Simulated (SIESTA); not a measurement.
Runs of SIESTA 5.4.2 on CdO2. Symmetry: P-3m1, No. 164, trigonal system. Conventional cell: a = 3.476 Å, b = 3.476 Å, c = 4.148 Å, α = 90.00°, β = 90.00°, γ = 120.00°. Around Cd (site symmetry -3m) lie 6 O at 2.25 Å. Around O (site symmetry 3m) lie 3 Cd at 2.25 Å. The cell comes from a database or a generator and needn't be the stable form of this composition.

```tsv
task	level	potentials or basis	cell	k mesh	optimiser	force tolerance	gap on the mesh (eV)	pressure (GPa)	largest force (eV/Å)
relaxation of cell and atoms	PBEsol	PseudoDojo 0.4 standard (PBEsol files), DZP (energy shift 0.003 Ry; two zetas on semicore shells)	relaxed	7 × 7 × 5	CG	0.04 eV/Å	none	0.0	0.01
relaxation of cell and atoms	PBEsol	PseudoDojo 0.4 standard (PBEsol files), DZP (energy shift 0.003 Ry; two zetas on semicore shells)	relaxed to 5 GPa	7 × 7 × 5	CG	0.04 eV/Å	none	5.0	0.02
relaxation of cell and atoms	PBEsol	PseudoDojo 0.4 standard (PBEsol files), DZP (energy shift 0.003 Ry; two zetas on semicore shells)	relaxed to 20 GPa	7 × 7 × 5	CG	0.04 eV/Å	none	20.0	-
relaxation of cell and atoms	PBEsol	PseudoDojo 0.4 standard (PBEsol files), DZP (energy shift 0.003 Ry; two zetas on semicore shells)	relaxed to 10 GPa	7 × 7 × 5	CG	0.04 eV/Å	none	10.0	0.05
band structure	LDA	PseudoDojo 0.4 standard (LDA files), DZP (energy shift 0.003 Ry; two zetas on semicore shells)	as given	9 × 9 × 7	-	-	none	(a)	0.22
```

Alike in all rows: no spin polarisation; smearing fermi-dirac 0.05 eV; grid cutoff 800 Ry; energy shift 0.003 Ry.

Question: Estimate the missing entries.

Answer: (a) -13.4.

Caveats: the basis of atomic orbitals isn't converged, which shifts pressures, moduli and gaps.

A k mesh can miss the band edges, and the runs leave out spin-orbit coupling on Cd.

A gap of «none» marks a metal or a gap under the smearing width.
